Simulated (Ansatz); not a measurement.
The cell is PbS, CsCl type; cell and atoms were relaxed with r2SCAN. Pb has 8 S at 3.15 Å; S has 8 Pb at 3.15 Å.

Space group Pm-3m (No. 221). a = 3.635 Å, b = 3.635 Å, c = 3.635 Å, α = 90.00°, β = 90.00°, γ = 90.00°
```json
{"atom": "Pb", "site": "1a", "symmetry": "m-3m", "x": "0.0000", "y": "0.0000", "z": "0.0000"}
{"atom": "S", "site": "1b", "symmetry": "m-3m", "x": "0.5000", "y": "0.5000", "z": "0.5000"}
```

3 runs of the plane-wave code Ansatz on this cell differ in the functional (and in the settings that go with it). Levels are in eV from each run's valence top; v1 is the last filled band, c1 the first empty one.

Run A, mean stress +0.1 GPa (compression positive):
```
point     v2     v1     c1     c2
    Γ  -1.66  -1.66   6.01   6.01
    X  -0.49  -0.02   0.73   4.27
    M  -4.57  -0.29   4.65   4.65
    R  -2.48  -2.48  -0.25  -0.25
```

Run B, mean stress -4.6 GPa (compression positive):
```
point     v2     v1     c1     c2
    Γ  -1.60  -1.60   5.43   5.43
    X  -0.44  -0.07   0.26   3.89
    M  -4.52  -0.24   4.20   4.20
    R  -2.39  -2.39  -0.58  -0.58
```

Run C, mean stress +0.7 GPa (compression positive):
```
point     v2     v1     c1     c2
    Γ  -1.59  -1.59   5.50   5.50
    X  -0.46  -0.04   0.39   4.02
    M  -4.48  -0.26   4.30   4.30
    R  -2.39  -2.39  -0.45  -0.45
```

Task: Match the runs to LDA, PBE, r2SCAN.

Result: A is r2SCAN, B is LDA, C is PBE. In order of the gap: LDA none (overlap 0.58), PBE none (overlap 0.45), r2SCAN none (overlap 0.25) eV.

Note: simulated data, non-magnetic, for a generated structure that need not be the stable one.

Spin-orbit coupling is left out, which matters wherever the heavy atoms make up the band edges.

Where bands overlap, v1 and c1 are numbered by the electron count and aren't everywhere filled or empty.

Where bands overlap the cell is a metal at that level, and these k meshes limit energies, forces and stress.
